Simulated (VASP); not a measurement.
A run of VASP 6.6.1 is set up as follows.

File INCAR:

```
SYSTEM = Zr5H2
ALGO = Fast ; DIPOL = 0.5 0.5 0.318
EDIFF = 1E-6 ; ENCUT = 520
GGA = PE ; IDIPOL = 3
ISIF = 2 ; ISMEAR = 0
LASPH = .True. ; LCHARG = .False.
LDIPOL = .True. ; LREAL = .False.
LWAVE = .False. ; NBANDS = 40
NELM = 60 ; PREC = Accurate
SIGMA = 0.1
```

Contents of KPOINTS:

```
k-points
0
Gamma
  6 6 1
  0 0 0
```

Contents of POSCAR:

```
Zr5H2
1.0
    5.0551939858      0.0000000000      0.0000000000
   -2.5275969929      4.3779264128      0.0000000000
    0.0000000000      0.0000000000     21.8720672789
Zr H
5 2
Direct
    0.6666666667      0.3333333333      0.1828816613
    0.3333333333      0.6666666667      0.2300599704
    0.0000000000      0.0000000000      0.2702766909
    0.6666666667      0.3333333333      0.3062297178
    0.3333333333      0.6666666667      0.3599141855
    0.2277468167      0.7722531833      0.4390105040
    0.4389198500      0.5610801500      0.4390105040
```

Potentials or basis: VASP PAW PBE potentials, release 64 (Zr_sv, H).

Launch:

```console
$ cat potpaw_PBE.64/Zr_sv/POTCAR potpaw_PBE.64/H/POTCAR > POTCAR
$ mpirun -np 1 vasp_std > vasp.out
```

Q: Estimate the band gap on the k mesh.

A: None (metal or under the smearing width).

Q: What does it give for the largest force?

A: 1.364 eV/Å.

Forces in eV/Å, atoms in the order of the input:
```
Zr  -0.035  0.020 -1.044
Zr   0.064 -0.037  0.392
Zr  -0.086  0.050 -0.325
Zr  -0.119  0.068  0.298
Zr   0.059 -0.034  1.362
H    0.374 -0.216 -0.342
H   -0.257  0.149 -0.342
```
